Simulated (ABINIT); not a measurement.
Set up this calculation in ABINIT 10.8.3 (patched build), as the native input.

* Task: relaxation of cell and atoms
* Functional: PBE
* Dispersion: D2
* Potentials or basis: JTH PAW PBE v2.0
* Cutoff: 408 eV
* k mesh: 12 × 12 × 11
* Occupations: fermi-dirac, width 0.05 eV
* Spin: no spin polarisation
* Cell freedom (optcell): 2
* Cutoff smearing ecutsm (Ha): 0.5
* Optimiser (ionmov): 22
* Force stop (Ha/bohr): 0.0002
* Fine-grid cutoff: 816.342 eV

Crystal: Si.

```
Si
1.0
     2.62054    0.00000    0.00000
    -1.31027    2.26946    0.00000
     0.00000    0.00000    2.46635
Si
1
Direct
  0.00000 0.00000 0.00000
```

This isn't the form of Si at room conditions, which is diamond.

The input as run:

run.abi

```
pp_dirpath "./"
pseudos "Si.GGA_PBE-JTH.xml"

acell 4.952108218 4.9521082181 4.6607343234
rprim
     1.0000000000     0.0000000000     0.0000000000
    -0.5000000000     0.8660254038     0.0000000000
     0.0000000000     0.0000000000     1.0000000000
ntypat 1
znucl 14
natom 1
typat 1
xcart
     0.0000000000     0.0000000000     0.0000000000 Angstrom
chkprim 0
chksymtnons 0
tolsym 1.0e-6

ecut 15.0
pawecutdg 30.0
pawxcdev 0

kptopt 1
ngkpt 12 12 11
nshiftk 1
shiftk 0.0 0.0 0.0

ixc 11
vdw_xc 5

nband 6
occopt 3
tsmear 0.00183747

nstep 100
tolvrs 1.0e-9

iomode 3
prtwf 0
prtden 0
prteig 0
prtebands 0
enunit 1

ionmov 22
ntime 60
tolmxf 0.0002
optcell 2
dilatmx 1.08
ecutsm 0.5
```

Potentials or basis: JTH PAW PBE v2.0.

Launch:

```sh
$ abinit run.abi > log 2>&1
```

Results of the run:

| Property | Result |
| --- | --- |
| Relaxed volume | 14.69 Å³/atom |
| Relaxed cell | a = 2.611 Å, b = 2.611 Å, c = 2.488 Å, α = 90.00°, β = 90.00°, γ = 120.00° |
| Space group after relaxing (to 0.05 Å) | P6/mmm (No. 191) |
| Energy gained by relaxing | 1.8 meV/atom |
| Ionic steps | 4 |
| Pressure after relaxing | 0.0 GPa |
| Band gap on the k mesh | none (metal or under the smearing width) |
| Valence electrons inside the program's atomic spheres | Si 1.52 (radii [1.0104] Å) |

Caveat: pairwise dispersion overbinds metals, which lowers pressure and volume.

Run time: 12 s on 1 thread of Arm Neoverse V2, on a shared host, peak memory 0.08 GiB.
